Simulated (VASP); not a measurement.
# CaSe (Fm-3m) in VASP: G0W0 quasiparticle levels with LDA

Aim: the G0W0 quasiparticle levels of CaSe with LDA.

All numbers are computed with VASP 6.6.1; they aren't measurements. Logs are shortened: lines on timing, memory, paths and dates and some standing lists are left out, and cuts for length are marked.

## (1) The structure

The structure is cubic, space group Fm-3m (No. 225). Conventional cell: a = 5.912 Å, b = 5.912 Å, c = 5.912 Å, α = 90.00°, β = 90.00°, γ = 90.00°. Around Se (site symmetry m-3m) lie 6 Ca at 2.96 Å. Ca (site symmetry m-3m) is surrounded by 6 Se at 2.96 Å.

## (2) G0W0 quasiparticle levels, LDA

Contents of POSCAR:

```
CaSe
1.0
    0.0000000000      2.9560000000      2.9560000000
    2.9560000000      0.0000000000      2.9560000000
    2.9560000000      2.9560000000      0.0000000000
Se Ca
1 1
Direct
    0.5000000000      0.5000000000      0.5000000000
    0.0000000000      0.0000000000      0.0000000000
```

Contents of INCAR.step1:

```
PREC = Accurate
ENCUT = 500
EDIFF = 1E-8
ISMEAR = 0
SIGMA = 0.01
LREAL = F
LASPH = T
NELM = 80
ALGO = Normal
LWAVE = T
LCHARG = F
GGA = CA
KPAR = 4
```

Contents of INCAR.step2:

```
PREC = Accurate
ENCUT = 500
EDIFF = 1E-8
ISMEAR = 0
SIGMA = 0.01
LREAL = F
LASPH = T
NELM = 1
ALGO = Exact
LWAVE = T
LCHARG = F
GGA = CA
NBANDS = 223
LOPTICS = T
ISTART = 1
KPAR = 4
```

Contents of INCAR.step3:

```
PREC = Accurate
ENCUT = 500
EDIFF = 1E-8
ISMEAR = 0
SIGMA = 0.01
LREAL = F
LASPH = T
ALGO = EVGW0
LWAVE = F
LCHARG = F
GGA = CA
NELMGW = 1
NBANDS = 223
ENCUTGW = 150
NOMEGA = 50
PRECFOCK = Fast
ISTART = 1
NBANDSGW = 16
KPAR = 4
```

Contents of KPOINTS:

```
regular mesh
0
Gamma
  4 4 4
```

Potentials or basis: VASP PAW LDA potentials, release 64 (Se_GW, Ca_sv_GW).

Started as:

```sh
cat potpaw_LDA.64/Se_GW/POTCAR potpaw_LDA.64/Ca_sv_GW/POTCAR > POTCAR
cp INCAR.step1 INCAR
mpirun -np 4 vasp_std > vasp.out
cp INCAR.step2 INCAR
mpirun -np 4 vasp_std > vasp.out
cp INCAR.step3 INCAR
mpirun -np 4 vasp_std > vasp.out
```

OUTCAR:

```text
PREC = Accurate
   ENCUT = 500
   EDIFF = 1E-8
   ISMEAR = 0
   LREAL = F
   LASPH = T
   GGA = CA
   NELMGW = 1
   ENCUTGW = 150
   PRECFOCK = Fast
   ISTART = 1

 ion  position               nearest neighbor table
   1  0.500  0.500  0.500-   2 2.96   2 2.96   2 2.96   2 2.96   2 2.96   2 2.96
   2  0.000  0.000  0.000-   1 2.96   1 2.96   1 2.96   1 2.96   1 2.96   1 2.96

  LATTYP: Found a face centered cubic cell.
 ALAT       =     5.9120000000

  Lattice vectors:

 A1 = (   0.0000000000,   2.9560000000,   2.9560000000)
 A2 = (   2.9560000000,   0.0000000000,   2.9560000000)
 A3 = (   2.9560000000,   2.9560000000,   0.0000000000)

Analysis of symmetry for initial positions (statically):
=====================================================================
 Subroutine PRICEL returns:
 Original cell was already a primitive cell.

 Routine SETGRP: Setting up the symmetry group for a
 face centered cubic supercell.

 Subroutine GETGRP returns: Found 48 space group operations
 (whereof 48 operations were pure point group operations)
 out of a pool of 48 trial point group operations.

The static configuration has the point symmetry O_h .

Analysis of symmetry for dynamics (positions and initial velocities):
=====================================================================
 Subroutine PRICEL returns:
 Original cell was already a primitive cell.

 Routine SETGRP: Setting up the symmetry group for a
 face centered cubic supercell.

 Subroutine GETGRP returns: Found 48 space group operations
 (whereof 48 operations were pure point group operations)
 out of a pool of 48 trial point group operations.

The dynamic configuration has the point symmetry O_h .

 Subroutine INISYM returns: Found 48 space group operations
 (whereof 48 operations are pure point group operations),
 and found     1 'primitive' translations

----------------------------------------------------------------------------------------

                                     Primitive cell

  volume of cell :      51.6587

  direct lattice vectors                    reciprocal lattice vectors
     0.000000000  2.956000000  2.956000000    -0.169147497  0.169147497  0.169147497
     2.956000000  0.000000000  2.956000000     0.169147497 -0.169147497  0.169147497
     2.956000000  2.956000000  0.000000000     0.169147497  0.169147497 -0.169147497

  length of vectors
     4.180415290  4.180415290  4.180415290     0.292972058  0.292972058  0.292972058

  position of ions in fractional coordinates (direct lattice)
     0.500000000  0.500000000  0.500000000
     0.000000000  0.000000000  0.000000000

  ion indices of the primitive-cell ions
   primitive index   ion index
                 1           1
                 2           2

----------------------------------------------------------------------------------------

 KPOINTS: regular mesh

Automatic generation of k-mesh.
 Grid dimensions read from file:
 generate k-points for:    4    4    4

 Generating k-lattice:

  Cartesian coordinates                     Fractional coordinates (reciprocal lattice)
    -0.042286874  0.042286874  0.042286874     0.250000000  0.000000000  0.000000000
     0.042286874 -0.042286874  0.042286874     0.000000000  0.250000000  0.000000000
     0.042286874  0.042286874 -0.042286874     0.000000000  0.000000000  0.250000000

  Length of vectors
     0.073243015  0.073243015  0.073243015

  Shift w.r.t. Gamma in fractional coordinates (k-lattice)
     0.000000000  0.000000000  0.000000000

 Subroutine IBZKPT returns following result:
 ===========================================

 Found      8 irreducible k-points:

 Following reciprocal coordinates:
            Coordinates               Weight
  0.000000  0.000000  0.000000      1.000000
  0.250000  0.000000  0.000000      8.000000
  0.500000  0.000000  0.000000      4.000000
  0.250000  0.250000  0.000000      6.000000
  0.500000  0.250000  0.000000     24.000000
 -0.250000  0.250000  0.000000     12.000000
  0.500000  0.500000  0.000000      3.000000
 -0.250000  0.500000  0.250000      6.000000
   k-points           NKPTS =      8   k-points in BZ     NKDIM =     64   number of bands    NBANDS=    223
   number of dos      NEDOS =    301   number of ions     NIONS =      2
   total plane-waves  NPLWV =  27000
   dimension x,y,z NGX =    30 NGY =   30 NGZ =   30
   dimension x,y,z NGXF=    60 NGYF=   60 NGZF=   60
   ions per type =               1   1
   NGX,Y,Z   is equivalent  to a cutoff of  11.93, 11.93, 11.93 a.u.
   NGXF,Y,Z  is equivalent  to a cutoff of  23.86, 23.86, 23.86 a.u.
 SYSTEM =  unknown system
   PREC   = accura    normal or accurate (medium, high low for compatibility)
   ISTART =      1    job   : 0-new  1-cont  2-samecut
   ICHARG =      0    charge: 1-file 2-atom 10-const
   ISPIN  =      1    spin polarized calculation?
   LNONCOLLINEAR =      F non collinear calculations
   LSORBIT =      F    spin-orbit coupling
   LASPH  =      T    aspherical Exc in radial PAW
   ENCUT  =  500.0 eV  36.75 Ry    6.06 a.u.   7.62  7.62  7.62*2*pi/ulx,y,z
   NELM   =     60;   NELMIN=  2; NELMDL=  0     # of ELM steps
   EDIFF  = 0.1E-07   stopping-criterion for ELM
   LREAL  =      F    real-space projection
   EDIFFG = 0.1E-06   stopping-criterion for IOM
   NSW    =      0    number of steps for IOM
   IBRION =     -1    ionic relax: 0-MD 1-quasi-New 2-CG
   NFREE  =      0    steps in history (QN), initial steepest desc. (CG)
   ISIF   =      0    stress and relaxation
   ISYM   =      3    0-nonsym 1-usesym 2-fastsym
   POTIM  = 0.5000    time-step for ionic-motion
   TEBEG  =    0.0;   TEEND  =   0.0 temperature during run
   PSTRESS=    0.0 pullay stress
   NELECT =      16.0000    total number of electrons
   NUPDOWN=      -1.0000    fix difference up-down
   EMIN   =  10.00;   EMAX   =-10.00  energy-range for DOS
   EFERMI =   0.00;   METHOD = LEGACY
   ISMEAR =     0;   SIGMA  =   0.01  broadening in eV -4-tet -1-fermi 0-gaus
   EFERMI_NEDOS =   21; number of points for ismear=-14 and -15
   IALGO  =     38    algorithm
   IMIX   =      4    mixing-type and parameters
     AMIX     =   0.40;   BMIX     =  1.00
     AMIX_MAG =   1.60;   BMIX_MAG =  1.00
  volume/ion in A,a.u.               =      25.83       174.30
  Fermi-wavevector in a.u.,A,eV,Ry     =   1.107645  2.093145 16.692666  1.226876
  Thomas-Fermi vector in A             =   2.244161
   LORBIT       =      0    0 simple, 1 ext, 2 COOP (PROOUT), +10 PAW based schemes
   GGA     = CA    functional components
   LHFCALC =     T    Hartree Fock is set to
   PRECFOCK=fast      Normal, Fast or Accurate (Low or Medium for compatibility)
   ENCUT4O =  -1.0   cutoff for four orbital integrals eV
   NKREDX  =     1    reduce k-point grid by
   NKREDY  =     1    reduce k-point grid by
   NKREDZ  =     1    reduce k-point grid by
   AEXX    =    1.0000 exact exchange contribution
   HFSCREEN=    0.0000 screening length (either q_TF or 0.3 A-1)
   HFSCREENC=   0.0000 screening length for correlation (either q_TF or 0.3 A-1)
   ENCUTFOCK=  -1.0 apply spherical cutoff to Coloumb kernel
   IVDW    =     0    specifies the selected vdW correction
   LEPSILON=     F    determine dielectric tensor
   LRPA    =     F    only Hartree local field effects (RPA)
   LRPAFORCE           =     F    calculate RPA forces
   ENCUTGW             = 150.0    cutoff for response function in eV
   ENCUTGWSOFT         = 120.0    soft cutoff for Coulomb kernel in GW response function in eV
   ENCUTLF             =  -1.0    cutoff for local field effects
   NELMGW              =     1    number of iterations in solving QP/BSE equation
   NELMHF              =     1    number of iterations in the inner HF iteration
   NKREDLFX            =     1    NKREDLFY  =   1   NKREDLFZ  =   1
 non-spin polarized calculation
 Gauss-broadening in eV      SIGMA  =   0.01
  energy-cutoff  :      500.00
  volume of cell :       51.66
 maximum number of plane-waves:      1363
  NGX = 18; NGY = 18; NGZ = 18
   NGX = 15   NGY = 15   NGZ = 15
 maximum number of plane-waves:       228
 NGX is ok and might be reduce to    18

 QP shifts <psi_nk| G(iteration)W_0 |psi_nk>: iteration 1
 for sc-GW calculations column KS-energies equals QP-energies in previous step
 and V_xc(KS)=  KS-energies - (<T + V_ion + V_H > + <T+V_H+V_ion>^1  + <V_x>^1)

 k-point   1 :       0.0000    0.0000    0.0000
  band No.  KS-energies  QP-energies   sigma(KS)   V_xc(KS)     V^pw_x(r,r')   Z            occupation Imag(sigma)

      1     -35.7462     -37.0419     -22.5770     -20.3377     -34.3364       0.5786       2.0000       1.1027
      2     -17.0330     -18.8036     -22.3849     -19.8623     -27.7730       0.7019       2.0000       0.4158
      3     -17.0330     -18.8036     -22.3849     -19.8623     -27.7730       0.7019       2.0000       0.4158
      4     -17.0330     -18.8036     -22.3849     -19.8623     -27.7730       0.7019       2.0000       0.4158
      5      -8.2818      -9.0659     -13.7876     -12.6519     -19.7791       0.6903       2.0000       1.3695
      6       3.5552       2.7703     -13.3266     -12.3036     -14.7008       0.7672       2.0000       0.1561
[... 8 lines left out ...]
     15      13.1118      13.4050      -6.4615      -6.8289      -1.6187       0.7980       0.0000      -0.5320
     16      15.8769      17.6531     -11.8098     -14.1128      -5.9058       0.7713       0.0000      -0.9331

 k-point   2 :       0.2500    0.0000    0.0000
  band No.  KS-energies  QP-energies   sigma(KS)   V_xc(KS)     V^pw_x(r,r')   Z            occupation Imag(sigma)

      1     -35.7424     -37.0404     -22.5793     -20.3431     -34.3404       0.5805       2.0000       1.1052
      2     -17.0950     -18.8213     -22.2376     -19.7356     -27.6857       0.6900       2.0000       0.4624
      3     -17.0369     -18.8029     -22.3730     -19.8552     -27.7637       0.7014       2.0000       0.4148
      4     -17.0369     -18.8029     -22.3730     -19.8552     -27.7637       0.7014       2.0000       0.4148
      5      -7.9490      -8.7139     -14.0794     -12.9673     -19.9131       0.6879       2.0000       1.2842
      6       1.4964       0.6902     -12.1121     -11.0359     -13.9022       0.7491       2.0000       0.2143
[... 8 lines left out ...]
     15      12.8367      13.9828     -10.0864     -11.6146      -4.7555       0.7499       0.0000      -0.5056
     16      13.9316      15.0467     -10.4775     -11.9601      -5.0254       0.7521       0.0000      -0.5787

 k-point   3 :       0.5000    0.0000    0.0000
  band No.  KS-energies  QP-energies   sigma(KS)   V_xc(KS)     V^pw_x(r,r')   Z            occupation Imag(sigma)

      1     -35.7386     -37.0440     -22.5816     -20.3487     -34.3445       0.5846       2.0000       1.1077
      2     -17.1551     -18.8595     -22.0998     -19.6169     -27.6044       0.6865       2.0000       0.5082
      3     -17.0411     -18.7996     -22.3610     -19.8483     -27.7542       0.6999       2.0000       0.4136
      4     -17.0411     -18.7996     -22.3610     -19.8483     -27.7542       0.6999       2.0000       0.4136
      5      -7.5755      -8.3291     -14.4289     -13.3480     -20.0830       0.6973       2.0000       1.1908
      6       0.2052      -0.6846     -11.6975     -10.4870     -14.0507       0.7351       2.0000       0.3077
[... 74 lines left out ...]
      1     -35.7362     -37.0569     -22.5843     -20.3521     -34.3462       0.5917       2.0000       1.1120
      2     -17.1207     -18.8753     -22.2458     -19.6996     -27.6665       0.6891       2.0000       0.4490
      3     -17.0680     -18.8275     -22.3319     -19.8000     -27.7318       0.6949       2.0000       0.4268
      4     -17.0680     -18.8275     -22.3319     -19.8000     -27.7318       0.6949       2.0000       0.4268
      5      -7.7013      -8.4105     -14.1314     -13.0957     -19.9000       0.6847       2.0000       1.2405
      6       0.9960       0.0493     -12.2822     -11.0086     -14.4979       0.7433       2.0000       0.2495
[... 8 lines left out ...]
     15      13.5117      14.1384      -9.2110     -10.0243      -4.0337       0.7705       0.0000      -0.5637
     16      14.3267      16.2771     -12.5328     -15.1919      -6.4495       0.7335       0.0000      -0.8107

 k-point   8 :      -0.2500    0.5000    0.2500
  band No.  KS-energies  QP-energies   sigma(KS)   V_xc(KS)     V^pw_x(r,r')   Z            occupation Imag(sigma)

      1     -35.7362     -37.0550     -22.5839     -20.3522     -34.3466       0.5909       2.0000       1.1114
      2     -17.0943     -18.8480     -22.2885     -19.7499     -27.6987       0.6908       2.0000       0.4382
      3     -17.0943     -18.8480     -22.2885     -19.7499     -27.6987       0.6908       2.0000       0.4382
      4     -17.0752     -18.8055     -22.2832     -19.7792     -27.7116       0.6910       2.0000       0.4423
      5      -7.6089      -8.3311     -14.2603     -13.2195     -19.9739       0.6939       2.0000       1.2126
      6       1.5351       0.6598     -12.3163     -11.1460     -14.2489       0.7479       2.0000       0.2154
[... 8 lines left out ...]
     15      12.3637      13.0222      -9.0785      -9.9359      -4.2327       0.7680       0.0000      -0.3837
     16      12.9919      14.2570     -10.6962     -12.3970      -5.3011       0.7438       0.0000      -0.5239
```

It took 67 s on 4 MPI ranks of Intel Xeon Platinum 8559C (Emerald Rapids), shared host; peak memory 0.58 GiB.

What came out:

```yaml
Band_gap_on_the_k_mesh_mean-field_level: 1.86 eV, indirect (least direct gap 2.80 eV)
Quasiparticle_gap: 3.62 eV
Least_direct_quasiparticle_gap: 4.58 eV
```

Levels at points of the mesh, in eV from the valence-band top:
```
           k point  band 5  band 6  band 7  band 8  band 9  band 10  band 11  band 12
(0.00, 0.00, 0.00)  -11.84    0.00    0.00    0.00    3.10     3.54     3.54     3.54
(0.50, 0.00, 0.00)  -11.13   -3.35   -1.23   -1.23    4.35     5.31     5.34     5.34
(0.50, 0.50, 0.00)  -11.26   -2.56   -0.95   -0.95    1.86     4.84     4.92     5.89
```

Caveat: the k mesh is coarse (spacing up to 0.46 Å⁻¹), so the values aren't converged; bands, screening cutoff and mesh are small and nothing is extrapolated, so the quasiparticle values aren't converged.
